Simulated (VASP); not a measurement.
# ZnS (Wurtzite-4H) (P6_3mc) in VASP: settings compared

The runs below take ZnS (Wurtzite-4H) through relaxation of cell and atoms, with RPBE+D3(BJ), RPBE+D4.

Program: VASP 6.6.1. These are calculated values, not measurements. Logs are shortened: lines on timing, memory, paths and dates and some standing lists are left out, and cuts for length are marked.

## 1. The crystal as given

It takes space group P6_3mc (No. 186, hexagonal). The conventional cell has a = 3.823 Å, b = 3.823 Å, c = 12.520 Å, α = 90.00°, β = 90.00°, γ = 120.00°. Around Zn (site symmetry 3m) lie 4 S at 2.34 to 2.35 Å. Around Zn (site symmetry 3m) lie 4 S at 2.34 to 2.35 Å. Around S (site symmetry 3m) lie 4 Zn at 2.34 to 2.35 Å. S (site symmetry 3m) has 4 Zn at 2.34 to 2.35 Å as nearest neighbours.

## 2. Relaxation of cell and atoms, RPBE+D3(BJ)

The input, INCAR:

```
SYSTEM = ZnS
PREC = Accurate
ENCUT = 600
EDIFF = 1E-6
ISMEAR = -1
SIGMA = 0.05
LREAL = .FALSE.
LASPH = .TRUE.
NELM = 100
ALGO = Fast
ISIF = 3
LWAVE = .FALSE.
LCHARG = .FALSE.
GGA = RP
IVDW = 12
IBRION = 2
NSW = 40
EDIFFG = -0.02
```

The input, KPOINTS:

```
regular mesh
0
G
  8 8 3
  0 0 0
```

The input, POSCAR:

```
ZnS
1.0
    3.8227000000      0.0000000000      0.0000000000
   -1.9113500000      3.3105553110      0.0000000000
    0.0000000000      0.0000000000     12.5200000000
Zn S
4 4
Direct
    0.6666666667      0.3333333333      0.7500000000
    0.3333333333      0.6666666667      0.2500000000
    0.0000000000      0.0000000000      0.5000000000
    0.0000000000      0.0000000000      0.0000000000
    0.6666666667      0.3333333333      0.9375000000
    0.3333333333      0.6666666667      0.4375000000
    0.0000000000      0.0000000000      0.6875000000
    0.0000000000      0.0000000000      0.1875000000
```

Potentials or basis: VASP PAW PBE potentials, release 64 (Zn, S).

On the command line:

```
> cat potpaw_PBE.64/Zn/POTCAR potpaw_PBE.64/S/POTCAR > POTCAR
> mpirun -np 1 vasp_std > vasp.out
```

OUTCAR:

```text
SYSTEM = ZnS
   PREC = Accurate
   ENCUT = 600
   EDIFF = 1E-6
   ISMEAR = -1
   LREAL = .FALSE.
   LASPH = .TRUE.
   NELM = 100
   ISIF = 3
   GGA = RP
   IVDW = 12
   IBRION = 2
   NSW = 40
   EDIFFG = -0.02
 IVDW          = 12

 ion  position               nearest neighbor table
   1  0.667  0.333  0.750-   7 2.34   7 2.34   7 2.34   5 2.35
   2  0.333  0.667  0.250-   8 2.34   8 2.34   8 2.34   6 2.35
   3  0.000  0.000  0.500-   6 2.34   6 2.34   6 2.34   7 2.35
   4  0.000  0.000  0.000-   5 2.34   5 2.34   5 2.34   8 2.35
   5  0.667  0.333  0.938-   4 2.34   4 2.34   4 2.34   1 2.35
   6  0.333  0.667  0.438-   3 2.34   3 2.34   3 2.34   2 2.35
   7  0.000  0.000  0.688-   1 2.34   1 2.34   1 2.34   3 2.35
   8  0.000  0.000  0.188-   2 2.34   2 2.34   2 2.34   4 2.35

  LATTYP: Found a hexagonal cell.
 ALAT       =     3.8227000000
 C/A-ratio  =     3.2751719988

  Lattice vectors:

 A1 = (   3.8227000000,   0.0000000000,   0.0000000000)
 A2 = (  -1.9113500000,   3.3105553110,   0.0000000000)
 A3 = (   0.0000000000,   0.0000000000,  12.5200000000)

Analysis of symmetry for initial positions (statically):
=====================================================================
 Subroutine PRICEL returns:
 Original cell was already a primitive cell.

 Routine SETGRP: Setting up the symmetry group for a
 hexagonal supercell.

 Subroutine GETGRP returns: Found 12 space group operations
 (whereof  6 operations were pure point group operations)
 out of a pool of 24 trial point group operations.

The static configuration has the point symmetry C_3v.
 The point group associated with its full space group is C_6v.

Analysis of symmetry for dynamics (positions and initial velocities):
=====================================================================
 Subroutine PRICEL returns:
 Original cell was already a primitive cell.

 Routine SETGRP: Setting up the symmetry group for a
 hexagonal supercell.

 Subroutine GETGRP returns: Found 12 space group operations
 (whereof  6 operations were pure point group operations)
 out of a pool of 24 trial point group operations.

The dynamic configuration has the point symmetry C_3v.
 The point group associated with its full space group is C_6v.

 Subroutine INISYM returns: Found 12 space group operations
 (whereof  6 operations are pure point group operations),
 and found     1 'primitive' translations

----------------------------------------------------------------------------------------

                                     Primitive cell

  volume of cell :     158.4439

  direct lattice vectors                    reciprocal lattice vectors
     3.822700000  0.000000000  0.000000000     0.261595208  0.151032064  0.000000000
    -1.911350000  3.310555311  0.000000000     0.000000000  0.302064127  0.000000000
[... 75 lines left out ...]
   number of dos      NEDOS =    301   number of ions     NIONS =      8
   total plane-waves  NPLWV = 102400
   dimension x,y,z NGX =    32 NGY =   32 NGZ =  100
   dimension x,y,z NGXF=    64 NGYF=   64 NGZF=  200
   ions per type =               4   4
   NGX,Y,Z   is equivalent  to a cutoff of  13.92, 13.92, 13.28 a.u.
   NGXF,Y,Z  is equivalent  to a cutoff of  27.83, 27.83, 26.56 a.u.
 SYSTEM =  ZnS
   PREC   = accura    normal or accurate (medium, high low for compatibility)
   ISTART =      0    job   : 0-new  1-cont  2-samecut
   ICHARG =      2    charge: 1-file 2-atom 10-const
   ISPIN  =      1    spin polarized calculation?
   LNONCOLLINEAR =      F non collinear calculations
   LSORBIT =      F    spin-orbit coupling
   LASPH  =      T    aspherical Exc in radial PAW
   ENCUT  =  600.0 eV  44.10 Ry    6.64 a.u.   7.63  7.63 25.01*2*pi/ulx,y,z
   NELM   =    100;   NELMIN=  2; NELMDL= -5     # of ELM steps
   EDIFF  = 0.1E-05   stopping-criterion for ELM
   LREAL  =      F    real-space projection
   EDIFFG = -.2E-01   stopping-criterion for IOM
   NSW    =     40    number of steps for IOM
   IBRION =      2    ionic relax: 0-MD 1-quasi-New 2-CG
   NFREE  =      1    steps in history (QN), initial steepest desc. (CG)
   ISIF   =      3    stress and relaxation
   ISYM   =      2    0-nonsym 1-usesym 2-fastsym
   POTIM  = 0.5000    time-step for ionic-motion
   TEBEG  =    0.0;   TEEND  =   0.0 temperature during run
   PSTRESS=    0.0 pullay stress
   NELECT =      72.0000    total number of electrons
   NUPDOWN=      -1.0000    fix difference up-down
   EMIN   =  10.00;   EMAX   =-10.00  energy-range for DOS
   EFERMI =   0.00;   METHOD = LEGACY
   ISMEAR =    -1;   SIGMA  =   0.05  broadening in eV -4-tet -1-fermi 0-gaus
   EFERMI_NEDOS =   21; number of points for ismear=-14 and -15
   IALGO  =     68    algorithm
   IMIX   =      4    mixing-type and parameters
     AMIX     =   0.40;   BMIX     =  1.00
     AMIX_MAG =   1.60;   BMIX_MAG =  1.00
  volume/ion in A,a.u.               =      19.81       133.65
  Fermi-wavevector in a.u.,A,eV,Ry     =   1.258618  2.378443 21.553244  1.584119
  Thomas-Fermi vector in A             =   2.392218
   LORBIT       =      0    0 simple, 1 ext, 2 COOP (PROOUT), +10 PAW based schemes
   GGA     = RP    functional components
   LHFCALC =     F    Hartree Fock is set to
   AEXX    =    0.0000 exact exchange contribution
   IVDW    =    12    specifies the selected vdW correction
   LEPSILON=     F    determine dielectric tensor
   LRPA    =     F    only Hartree local field effects (RPA)
 conjugate gradient relaxation of ions
 non-spin polarized calculation
 RMM-DIIS sequential band-by-band and
  energy-cutoff  :      600.00
  volume of cell :      158.44
 maximum number of plane-waves:      5324
 NGX is ok and might be reduce to    32
   NGX = 15   NGY = 15   NGZ = 51

--------------------------------------- Ionic step        1  -------------------------------------------

 number of electron      72.0000036 magnetization

 Free energy of the ion-electron system (eV)
  ---------------------------------------------------
  ext. energy  EPLUGINS =         0.00000000
  ---------------------------------------------------
  free energy    TOTEN  =       -24.69939966 eV

  energy without entropy =      -24.69939966  energy(sigma->0) =      -24.69939966

------------------------ aborting loop because EDIFF is reached ----------------------------------------

 Edisp (eV)   -8.86506

 E8    (eV) :    -5.0588
[... 221 lines left out ...]
--------------------------------------- Ionic step        6  -------------------------------------------

 number of electron      71.9999972 magnetization

 Free energy of the ion-electron system (eV)
  ---------------------------------------------------
  ext. energy  EPLUGINS =         0.00000000
  ---------------------------------------------------
  free energy    TOTEN  =       -24.06965563 eV

  energy without entropy =      -24.06965563  energy(sigma->0) =      -24.06965563

 E-fermi :   4.0806     XC(G=0):  -9.8121

 val. band max:        3.0201660971   @ k =   0.0000   0.0000   0.0000
 cond. band min:       5.7072176621   @ k =   0.0000   0.0000   0.0000
 fundamental gap:      2.6870515651
 Fermi energy:         4.0806213660

 k-point     1 :       0.0000    0.0000    0.0000
  band No.  band energies     occupation
      1     -10.7202      2.00000
      2     -10.2392      2.00000
      3     -10.2298      2.00000
      4      -9.6427      2.00000
      5      -3.6363      2.00000
      6      -3.6346      2.00000
[... 948 lines left out ...]
  FREE ENERGIE OF THE ION-ELECTRON SYSTEM (eV)
  ---------------------------------------------------
  free  energy   TOTEN  =       -33.8335062493 eV

  energy  without entropy=      -33.8335062493  energy(sigma->0) =      -33.83350625

 reached required accuracy - stopping structural energy minimisation
```

OSZICAR:

```text
N       E                     dE             d eps       ncg     rms          rms(c)
DAV:   1     0.621387348434E+03    0.62139E+03   -0.36732E+04  1720   0.222E+03
[... 76 lines left out ...]
DAV:   1    -0.240778578562E+02   -0.45541E-01   -0.12105E-01  2173   0.503E+00    0.688E-01
RMM:   2    -0.240706795575E+02    0.71783E-02   -0.27682E-02  1720   0.156E+00    0.287E-01
RMM:   3    -0.240699107720E+02    0.76879E-03   -0.23711E-03  1720   0.227E-01    0.121E-01
RMM:   4    -0.240697004189E+02    0.21035E-03   -0.84542E-04  1803   0.133E-01    0.914E-02
RMM:   5    -0.240696792410E+02    0.21178E-04   -0.12935E-04  1720   0.810E-02    0.571E-02
RMM:   6    -0.240696576920E+02    0.21549E-04   -0.80112E-05  1720   0.463E-02    0.198E-02
RMM:   7    -0.240696548166E+02    0.28754E-05   -0.29399E-05  1720   0.464E-02    0.243E-03
RMM:   8    -0.240696556313E+02   -0.81473E-06   -0.76583E-06  1478   0.122E-02
   6 F= -.33833506E+02 E0= -.33833506E+02  d E =-.131940E-03
```

It took 6.5 min on 1 thread of Intel Xeon 6975P-C (Granite Rapids), shared host; peak memory 0.42 GiB.

What came out:

| Quantity | Value |
| --- | --- |
| Free energy | -33.8335 eV |
| Relaxed volume | 18.19 Å³/atom |
| Relaxed cell | a = 3.718 Å, b = 3.718 Å, c = 12.156 Å, α = 90.00°, β = 90.00°, γ = 120.00° |
| Space group after relaxing (to 0.05 Å) | P6_3mc (No. 186) |
| Energy gained by relaxing | 33.6 meV/atom |
| Ionic steps | 6 |
| Pressure after relaxing | -0.1 GPa |
| Largest force after relaxing | 0.004 eV/Å |
| Band gap on the k mesh | 2.69 eV, direct |
| Dispersion energy per atom | -1.220 eV |

Forces in eV/Å, atoms in the order of the input:
```
Zn   0.000  0.000  0.001
Zn   0.000  0.000  0.001
Zn   0.000  0.000 -0.002
Zn   0.000  0.000 -0.002
S    0.000  0.000  0.004
S    0.000  0.000  0.004
S    0.000  0.000 -0.003
S    0.000  0.000 -0.003
```

Step by step:
```
step  energy change (eV)  largest force (eV/Å)  pressure (GPa)  volume (Å³)
   1              0.0000                0.0281           -6.03       158.44
   2             -0.2480                0.0165            2.11       141.96
   3             -0.2691                0.0153           -0.43       145.27
   4             -0.2684                0.0144            0.47       144.70
   5             -0.2689                0.0148            0.21       145.00
   6             -0.2690                0.0040           -0.10       145.48
```

Final structure:
```cif
data_structure
_symmetry_space_group_name_H-M 'P 1'
_symmetry_Int_Tables_number 1
_cell_length_a 3.7175
_cell_length_b 3.7175
_cell_length_c 12.1556
_cell_angle_alpha 90.000
_cell_angle_beta 90.000
_cell_angle_gamma 120.000
_cell_volume 145.48
loop_
_atom_site_label
_atom_site_type_symbol
_atom_site_fract_x
_atom_site_fract_y
_atom_site_fract_z
_atom_site_occupancy
Zn1 Zn 0.66667 0.33333 0.75003 1
Zn2 Zn 0.33333 0.66667 0.25003 1
Zn3 Zn 0.00000 0.00000 0.50003 1
Zn4 Zn 0.00000 0.00000 0.00003 1
S1 S 0.66667 0.33333 0.93758 1
S2 S 0.33333 0.66667 0.43758 1
S3 S 0.00000 0.00000 0.68736 1
S4 S 0.00000 0.00000 0.18736 1
```

Levels at points of the mesh, in eV from the valence-band top:
```
           k point  band 33  band 34  band 35  band 36  band 37  band 38  band 39  band 40
(0.00, 0.00, 0.00)    -0.53    -0.04     0.00     0.00     2.69     3.45     3.72     4.01
(0.50, 0.00, 0.00)    -1.81    -1.77    -1.26    -0.99     3.42     3.45     3.85     4.43
```

Caveat: the PAW data sets were made with another functional, which shifts forces and pressure a little; an odd mesh through Γ misses points on the zone boundary, where band edges often lie. RPBE gaps usually lie below the measured ones, often by a third to a half.

[end of part 1 of 2]
